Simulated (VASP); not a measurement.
**Li15O8 (a cell with a defect): single point with PBE**

Li15O8 (a cell with a defect):

```xyz
23
Lattice="0.0000 4.6261 4.6261 4.6261 0.0000 4.6261 4.6261 4.6261 0.0000" Properties=species:S:1:pos:R:3 pbc="T T T"
Li    1.1565    1.1565    3.2638
Li    3.4695    3.4695    1.1295
Li    3.4695    1.1295    3.4695
Li    5.8095    3.4695    3.4695
Li    1.1295    3.4695    3.4695
Li    3.4695    5.8095    3.4695
Li    3.4695    3.4695    5.8095
Li    5.7826    5.7826    5.7826
Li    3.4695    3.4695    3.4695
Li    5.7826    3.2638    5.7826
Li    8.3013    5.7826    5.7826
Li    3.2638    5.7826    5.7826
Li    5.7826    8.3013    5.7826
Li    5.7826    5.7826    8.3013
Li    8.0956    8.0956    8.0956
O    -0.0491    2.3621    2.3621
O     2.3296    4.6095    2.3296
O     2.3296    2.3296    4.6095
O     4.6095    4.6095    4.6095
O    -0.0491   -0.0491   -0.0491
O     2.3621    2.3621   -0.0491
O     2.3621   -0.0491    2.3621
O     4.6095    2.3296    2.3296
```

* Program: VASP 6.6.1
* Task: single point
* Functional: PBE
* Potentials or basis: VASP PAW PBE potentials, release 64 (Li_sv, O)
* Cutoff: 520 eV
* k mesh: 2 × 2 × 2
* Occupations: gaussian, width 0.02 eV
* Spin: no spin polarisation
* Dipole correction: no
* Charge: -1
* Further INCAR settings: LREAL = Auto; ALGO = Normal; EDIFF = 1e-07; NBANDS = 64; NELECT = 94.0

```
Largest force          : 0.020 eV/Å
Band gap on the k mesh : 5.04 eV, direct
```

Forces in eV/Å, atoms in the order of the input:
```
Li   0.000  0.000  0.020
Li   0.000  0.000  0.014
Li   0.000  0.014  0.000
Li  -0.014  0.000  0.000
Li   0.014  0.000  0.000
Li   0.000 -0.014  0.000
Li   0.000  0.000 -0.014
Li   0.000  0.000  0.000
Li   0.000  0.000  0.000
Li   0.000  0.020  0.000
Li  -0.020  0.000  0.000
Li   0.020  0.000  0.000
Li   0.000 -0.020  0.000
Li   0.000  0.000 -0.020
Li   0.000  0.000  0.000
O    0.005 -0.005 -0.005
O    0.003 -0.003  0.003
O    0.003  0.003 -0.003
O   -0.003 -0.003 -0.003
O    0.005  0.005  0.005
O   -0.005 -0.005  0.005
O   -0.005  0.005 -0.005
O   -0.003  0.003  0.003
```

Levels at points of the mesh, in eV from the valence-band top:
| k point | band 45 | band 46 | band 47 | band 48 | band 49 | band 50 |
| --- | --- | --- | --- | --- | --- | --- |
| (0.00, 0.00, 0.00) | 0.00 | 0.00 | 0.00 | 5.04 | 5.05 | 5.05 |
| (0.50, 0.00, 0.00) | -0.24 | -0.16 | -0.16 | 6.38 | 6.51 | 6.66 |
| (0.50, 0.50, 0.00) | -0.41 | -0.34 | -0.34 | 5.95 | 6.08 | 7.12 |

Run time: 2.1 min on 1 thread of Intel(R) Xeon(R) Platinum 8259CL CPU @ 2.50GHz (Skylake/Cascade Lake) (shared host), peak memory 0.33 GiB.

Caveat: the k mesh is coarse (spacing up to 0.59 Å⁻¹), so the values aren't converged; the cell carries a net charge on a neutralising background, which shifts energy and pressure; the cell is charged against a uniform background, so pressure and absolute levels hang on convention. Expect the measured gap to be larger: semilocal functionals such as PBE lack the derivative discontinuity.
